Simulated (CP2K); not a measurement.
Runs of CP2K 2026.2 on ZnS (Wurtzite-2H). It takes space group P6_3mc (No. 186, hexagonal). The conventional cell has a = 3.811 Å, b = 3.811 Å, c = 6.234 Å, α = 90.00°, β = 90.00°, γ = 120.00°. Around Zn (site symmetry 3m) lie 4 S at 2.31 to 2.40 Å. Around S (site symmetry 3m) lie 4 Zn at 2.31 to 2.40 Å. 

| potentials or basis | ADDED_MOS | gap on the mesh (eV) | pressure (GPa) |
| --- | --- | --- | --- |
| GTH_POTENTIALS Zn GTH-PBE-q12, S GTH-PBE-q6; SZV-MOLOPT-SR-GTH basis | [8] | 2.21 | 0.3 |
| POTENTIAL_UZH Zn GTH-PBE-q12, S GTH-PBE-q6; DZVP-MOLOPT-PBE-GTH basis | [14] | 2.20 | 2.9 |
| GTH_POTENTIALS Zn GTH-PBE-q12, S GTH-PBE-q6; TZVP-MOLOPT-SR-GTH, TZVP-MOLOPT-GTH basis | [14] | 2.21 | (b) |
| GTH_POTENTIALS Zn GTH-PBE-q12, S GTH-PBE-q6; DZVP-MOLOPT-SR-GTH basis | [14] | 2.23 | 2.7 |
| POTENTIAL_UZH Zn GTH-PBE-q12, S GTH-PBE-q6; ccGRB-D basis | [14] | 2.37 | 3.5 |
| POTENTIAL_UZH Zn GTH-PBE-q12, S GTH-PBE-q6; TZVP-MOLOPT-PBE-GTH basis | [14] | 2.21 | (a) |
| POTENTIAL_UZH Zn GTH-PBE-q12, S GTH-PBE-q6; TZV2P-MOLOPT-PBE-GTH basis | [14] | 2.21 | 2.6 |

Alike in all rows: task band structure; level PBE; no spin polarisation; cell as given; k mesh 8 × 8 × 5; smearing fermi-dirac 0.05 eV.

Estimate the missing entries.

(a) 2.8; (b) 3.0.

Caveats: the basis of atomic orbitals isn't converged, which shifts pressures, moduli and gaps; a minimal basis gives rough bond lengths, pressures and levels (some runs).

